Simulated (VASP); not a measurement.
# CO2 (P4_2/mnm) in VASP: dielectric tensor with PBEsol

Aim: the dielectric tensor of CO2 with PBEsol.

All numbers are computed with VASP 6.6.1; they aren't measurements. Logs are shortened: lines on timing, memory, paths and dates and some standing lists are left out, and cuts for length are marked.

## (1) Starting point

It takes space group P4_2/mnm (No. 136, tetragonal). The conventional cell has a = 3.516 Å, b = 3.516 Å, c = 4.104 Å, α = 90.00°, β = 90.00°, γ = 90.00°. Around C (site symmetry mmm) lie 2 O at 1.14 Å. O (site symmetry m2m) has 1 C at 1.14 Å as nearest neighbours.

## (2) Dielectric tensor, PBEsol

INCAR reads:

```
SYSTEM = CO2
  PREC = Accurate
  ENCUT = 520
  EDIFF = 1E-8
  ISMEAR = 0
  SIGMA = 0.01
  LREAL = .FALSE.
  LASPH = .TRUE.
  NELM = 100
  ALGO = Normal
  ISIF = 2
  LWAVE = .FALSE.
  LCHARG = .FALSE.
  GGA = PS
  LEPSILON = .TRUE.
```

KPOINTS reads:

```
Automatic mesh
0
G
  5 5 5
  0 0 0
```

POSCAR reads:

```
CO2
1.0
    3.5161000000      0.0000000000      0.0000000000
    0.0000000000      3.5161000000      0.0000000000
    0.0000000000      0.0000000000      4.1043000000
C O
2 4
Direct
    0.0000000000      0.0000000000      0.0000000000
    0.5000000000      0.5000000000      0.5000000000
    0.2300000000      0.2300000000      0.0000000000
    0.2700000000      0.7300000000      0.5000000000
    0.7700000000      0.7700000000      0.0000000000
    0.7300000000      0.2700000000      0.5000000000
```

Potentials or basis: VASP PAW PBE potentials, release 64 (C, O).

The run is started by

```bash
$ cat potpaw_PBE.64/C/POTCAR potpaw_PBE.64/O/POTCAR > POTCAR
$ mpirun -np 1 vasp_std > vasp.out
```

OUTCAR:

```text
SYSTEM = CO2
   PREC = Accurate
   ENCUT = 520
   EDIFF = 1E-8
   ISMEAR = 0
   LREAL = .FALSE.
   LASPH = .TRUE.
   NELM = 100
   ISIF = 2
   GGA = PS
   LEPSILON = .TRUE.

 ion  position               nearest neighbor table
   1  0.000  0.000  0.000-   3 1.14   5 1.14
   2  0.500  0.500  0.500-   4 1.14   6 1.14
   3  0.230  0.230  0.000-   1 1.14
   4  0.270  0.730  0.500-   2 1.14
   5  0.770  0.770  0.000-   1 1.14
   6  0.730  0.270  0.500-   2 1.14

  LATTYP: Found a simple tetragonal cell.
 ALAT       =     3.5161000000
 C/A-ratio  =     1.1672876198

  Lattice vectors:

 A1 = (   3.5161000000,   0.0000000000,   0.0000000000)
 A2 = (   0.0000000000,   3.5161000000,   0.0000000000)
 A3 = (   0.0000000000,   0.0000000000,   4.1043000000)

Analysis of symmetry for initial positions (statically):
=====================================================================
 Subroutine PRICEL returns:
 Original cell was already a primitive cell.

 Routine SETGRP: Setting up the symmetry group for a
 simple tetragonal supercell.

 Subroutine GETGRP returns: Found 16 space group operations
 (whereof  8 operations were pure point group operations)
 out of a pool of 16 trial point group operations.

The static configuration has the point symmetry D_2h.
 The point group associated with its full space group is D_4h.

Analysis of symmetry for dynamics (positions and initial velocities):
=====================================================================
 Subroutine PRICEL returns:
 Original cell was already a primitive cell.

 Routine SETGRP: Setting up the symmetry group for a
 simple tetragonal supercell.

 Subroutine GETGRP returns: Found 16 space group operations
 (whereof  8 operations were pure point group operations)
 out of a pool of 16 trial point group operations.

The dynamic configuration has the point symmetry D_2h.
 The point group associated with its full space group is D_4h.

 Subroutine INISYM returns: Found 16 space group operations
 (whereof  8 operations are pure point group operations),
 and found     1 'primitive' translations

----------------------------------------------------------------------------------------

                                     Primitive cell

  volume of cell :      50.7413

  direct lattice vectors                    reciprocal lattice vectors
     3.516100000  0.000000000  0.000000000     0.284406018  0.000000000  0.000000000
     0.000000000  3.516100000  0.000000000     0.000000000  0.284406018  0.000000000
     0.000000000  0.000000000  4.104300000     0.000000000  0.000000000  0.243646907

  length of vectors
     3.516100000  3.516100000  4.104300000     0.284406018  0.284406018  0.243646907

  position of ions in fractional coordinates (direct lattice)
     0.000000000  0.000000000  0.000000000
     0.500000000  0.500000000  0.500000000
     0.230000000  0.230000000  0.000000000
     0.270000000  0.730000000  0.500000000
     0.770000000  0.770000000  0.000000000
     0.730000000  0.270000000  0.500000000

  ion indices of the primitive-cell ions
   primitive index   ion index
                 1           1
                 2           2
                 3           3
                 4           4
                 5           5
                 6           6

----------------------------------------------------------------------------------------

 KPOINTS: Automatic mesh

Automatic generation of k-mesh.
 Grid dimensions read from file:
 generate k-points for:    5    5    5

 Generating k-lattice:

  Cartesian coordinates                     Fractional coordinates (reciprocal lattice)
     0.056881204  0.000000000  0.000000000     0.200000000  0.000000000  0.000000000
     0.000000000  0.056881204  0.000000000     0.000000000  0.200000000  0.000000000
     0.000000000  0.000000000  0.048729381     0.000000000  0.000000000  0.200000000

  Length of vectors
     0.056881204  0.056881204  0.048729381

  Shift w.r.t. Gamma in fractional coordinates (k-lattice)
     0.000000000  0.000000000  0.000000000

 Subroutine IBZKPT returns following result:
 ===========================================

 Found     18 irreducible k-points:

 Following reciprocal coordinates:
            Coordinates               Weight
[... 41 lines left out ...]
   NFREE  =      0    steps in history (QN), initial steepest desc. (CG)
   ISIF   =      2    stress and relaxation
   ISYM   =      2    0-nonsym 1-usesym 2-fastsym
   POTIM  = 0.5000    time-step for ionic-motion
   TEBEG  =    0.0;   TEEND  =   0.0 temperature during run
   PSTRESS=    0.0 pullay stress
   NELECT =      32.0000    total number of electrons
   NUPDOWN=      -1.0000    fix difference up-down
   EMIN   =  10.00;   EMAX   =-10.00  energy-range for DOS
   EFERMI =   0.00;   METHOD = LEGACY
   ISMEAR =     0;   SIGMA  =   0.01  broadening in eV -4-tet -1-fermi 0-gaus
   EFERMI_NEDOS =   21; number of points for ismear=-14 and -15
   IALGO  =     38    algorithm
   IMIX   =      4    mixing-type and parameters
     AMIX     =   0.40;   BMIX     =  1.00
     AMIX_MAG =   1.60;   BMIX_MAG =  1.00
  volume/ion in A,a.u.               =       8.46        57.07
  Fermi-wavevector in a.u.,A,eV,Ry     =   1.403905  2.652995 26.816383  1.970949
  Thomas-Fermi vector in A             =   2.526520
   LORBIT       =      0    0 simple, 1 ext, 2 COOP (PROOUT), +10 PAW based schemes
   GGA     = PS    functional components
   LHFCALC =     F    Hartree Fock is set to
   AEXX    =    0.0000 exact exchange contribution
   IVDW    =     0    specifies the selected vdW correction
   LEPSILON=     T    determine dielectric tensor
   LRPA    =     F    only Hartree local field effects (RPA)
 non-spin polarized calculation
 Gauss-broadening in eV      SIGMA  =   0.01
  energy-cutoff  :      520.00
  volume of cell :       50.74
 maximum number of plane-waves:      1384
 NGX is ok and might be reduce to    28
   NGX = 13   NGY = 13   NGZ = 15

--------------------------------------- Ionic step        1  -------------------------------------------

 number of electron      32.0000018 magnetization

 E-fermi :   1.2699     XC(G=0): -11.0929

 val. band max:        1.2232412723   @ k =   0.4000   0.4000   0.0000
 cond. band min:       7.1878473110   @ k =   0.0000   0.0000   0.0000
 fundamental gap:      5.9646060387
 Fermi energy:         1.2699123777

 k-point     1 :       0.0000    0.0000    0.0000
  band No.  band energies     occupation
      1     -21.4852      2.00000
      2     -20.1534      2.00000
      3     -19.3210      2.00000
      4     -19.3210      2.00000
      5      -6.2665      2.00000
      6      -6.0086      2.00000
[... 403 lines left out ...]
     19       9.5648      0.00000
     20       9.6169      0.00000

  FORCE on cell =-STRESS in cart. coord.  units (eV):
  Direction    XX          YY          ZZ          XY          YZ          ZX
  --------------------------------------------------------------------------------------
  -------------------------------------------------------------------------------------
  Total       13.0049751     13.0049751      6.6558768      0.0000000      0.0000000      0.0000000
  in kB      410.6374669    410.6374669    210.1620619      0.0000000      0.0000000      0.0000000
  external PRESSURE =     343.8123319 kB  Pullay stress =       0.0000000 kB

 VOLUME and BASIS-vectors are now :
 -----------------------------------------------------------------------------
  energy-cutoff  :      520.00
  volume of cell :       50.74
      direct lattice vectors                 reciprocal lattice vectors
     3.516100000  0.000000000  0.000000000     0.284406018  0.000000000  0.000000000
     0.000000000  3.516100000  0.000000000     0.000000000  0.284406018  0.000000000
     0.000000000  0.000000000  4.104300000     0.000000000  0.000000000  0.243646907

 POSITION                                       TOTAL-FORCE (eV/Angst)
 -----------------------------------------------------------------------------------
      0.00000      0.00000      0.00000        -0.000000      0.000000      0.000000
      1.75805      1.75805      2.05215        -0.000000      0.000000      0.000000
      0.80870      0.80870      0.00000         1.785963      1.785963      0.000000
      0.94935      2.56675      2.05215        -1.785963      1.785963      0.000000
      2.70740      2.70740      0.00000        -1.785963     -1.785963      0.000000
      2.56675      0.94935      2.05215         1.785963     -1.785963      0.000000
 -----------------------------------------------------------------------------------
    total drift:                                0.000000     -0.000000      0.000000

  FREE ENERGIE OF THE ION-ELECTRON SYSTEM (eV)
  ---------------------------------------------------
  free  energy   TOTEN  =       -46.0023019783 eV

  energy  without entropy=      -46.0023019783  energy(sigma->0) =      -46.00230198

 HEAD OF MICROSCOPIC STATIC DIELECTRIC TENSOR (INDEPENDENT PARTICLE, excluding Hartree and local field effects)
 ------------------------------------------------------
           3.907135     0.000000     0.000000
           0.000000     3.907135     0.000000
           0.000000     0.000000     2.563921
 ------------------------------------------------------

 Free energy of the ion-electron system (eV)
  ---------------------------------------------------
  ---------------------------------------------------
  free energy    TOTEN  =        -0.31347290 eV

  energy without entropy =       -0.31347290

------------------------ aborting loop because EDIFF is reached ----------------------------------------

--------------------------------------- Ionic step        2  -------------------------------------------

------------------------ aborting loop because EDIFF is reached ----------------------------------------

--------------------------------------- Ionic step        3  -------------------------------------------

 Free energy of the ion-electron system (eV)
  ---------------------------------------------------
  ---------------------------------------------------
  free energy    TOTEN  =        -0.21930915 eV

  energy without entropy =       -0.21930915

------------------------ aborting loop because EDIFF is reached ----------------------------------------

 PIEZOELECTRIC TENSOR FIELD DIRECTION 3  (e Angst)
 -----------------------------------------------------------------------------
     0.00069  0.00000  0.00000           (  0.00000  0.00000  0.00000)
     0.00000  0.00069  0.00000           (  0.00000  0.00000  0.00000)
     0.00000  0.00000 -0.00088           (  0.00000  0.00000 -0.00001)

 PIEZOELECTRIC TENSOR FIELD DIRECTION 3  (C/m^2)
 -----------------------------------------------------------------------------
     0.00022  0.00000  0.00000
     0.00000  0.00022  0.00000
     0.00000  0.00000 -0.00028

 MACROSCOPIC STATIC DIELECTRIC TENSOR (including local field effects in DFT)
 ------------------------------------------------------
           3.076329    -0.000000     0.000000
           0.000000     3.076329     0.000000
           0.000000     0.000000     2.452248
 ------------------------------------------------------

 PIEZOELECTRIC TENSOR (including local field effects)  for field in x, y, z        (e  Angst)
          XX          YY          ZZ          XY          YZ          ZX
  --------------------------------------------------------------------------------
  x     0.00000     0.00000     0.00000     0.00000     0.00000     0.00000
  y     0.00000     0.00000     0.00000     0.00000     0.00000     0.00000
  z     0.00000     0.00000     0.00000     0.00000     0.00000     0.00000

 PIEZOELECTRIC TENSOR (including local field effects)  for field in x, y, z        (C/m^2)
          XX          YY          ZZ          XY          YZ          ZX
  --------------------------------------------------------------------------------
  x     0.00000     0.00000     0.00000     0.00000     0.00000     0.00000
  y     0.00000     0.00000     0.00000     0.00000     0.00000     0.00000
  z     0.00000     0.00000     0.00000     0.00000     0.00000     0.00000

 BORN EFFECTIVE CHARGES (including local field effects) (in |e|, cummulative output)
 ---------------------------------------------------------------------------------
 ion    1
    1     2.34977     1.13848     0.00000
    2     1.13848     2.34977     0.00000
    3     0.00000     0.00000     1.19736
 ion    2
    1     2.34977    -1.13848     0.00000
    2    -1.13848     2.34977     0.00000
    3     0.00000     0.00000     1.19736
 ion    3
    1    -1.17489    -0.69209     0.00000
    2    -0.69209    -1.17489     0.00000
    3     0.00000     0.00000    -0.59868
 ion    4
    1    -1.17489     0.69209     0.00000
    2     0.69209    -1.17489     0.00000
    3     0.00000     0.00000    -0.59868
 ion    5
    1    -1.17489    -0.69209     0.00000
    2    -0.69209    -1.17489     0.00000
    3     0.00000     0.00000    -0.59868
 ion    6
    1    -1.17489     0.69209     0.00000
    2     0.69209    -1.17489     0.00000
    3     0.00000     0.00000    -0.59868
```

It took 4.5 min on 1 thread of Intel Xeon Platinum 8375C at 2.90GHz (Ice Lake), shared host; peak memory 0.21 GiB.

Results:

```yaml
Band_gap_on_the_k_mesh: 5.96 eV, indirect (least direct gap 6.86 eV)
Electronic_dielectric_tensor_diagonal: 3.08, 3.08, 2.45
Born_charges_mean_of_the_diagonal: C +1.97; O -0.98 e
```

Levels at points of the mesh, in eV from the valence-band top:
```tsv
k point	band 13	band 14	band 15	band 16	band 17	band 18	band 19	band 20
(0.00, 0.00, 0.00)	-3.27	-1.79	-1.28	-1.28	5.96	6.65	6.65	7.32
```

Electronic dielectric tensor:
```
3.08 0.00 0.00
0.00 3.08 0.00
0.00 0.00 2.45
```

Born effective charge tensors (e):
atom 1, C
```
2.35 1.14 0.00
1.14 2.35 0.00
0.00 0.00 1.20
```
atom 2, C
```
 2.35 -1.14  0.00
-1.14  2.35  0.00
 0.00  0.00  1.20
```
atom 3, O
```
-1.17 -0.69  0.00
-0.69 -1.17  0.00
 0.00  0.00 -0.60
```
atom 4, O
```
-1.17  0.69  0.00
 0.69 -1.17  0.00
 0.00  0.00 -0.60
```
atom 5, O
```
-1.17 -0.69  0.00
-0.69 -1.17  0.00
 0.00  0.00 -0.60
```
atom 6, O
```
-1.17  0.69  0.00
 0.69 -1.17  0.00
 0.00  0.00 -0.60
```

Caveat: the standard files for N, O and F lose accuracy on very short bonds; the PAW data sets were made with another functional, which shifts forces and pressure a little; an odd mesh through Γ misses points on the zone boundary, where band edges often lie.
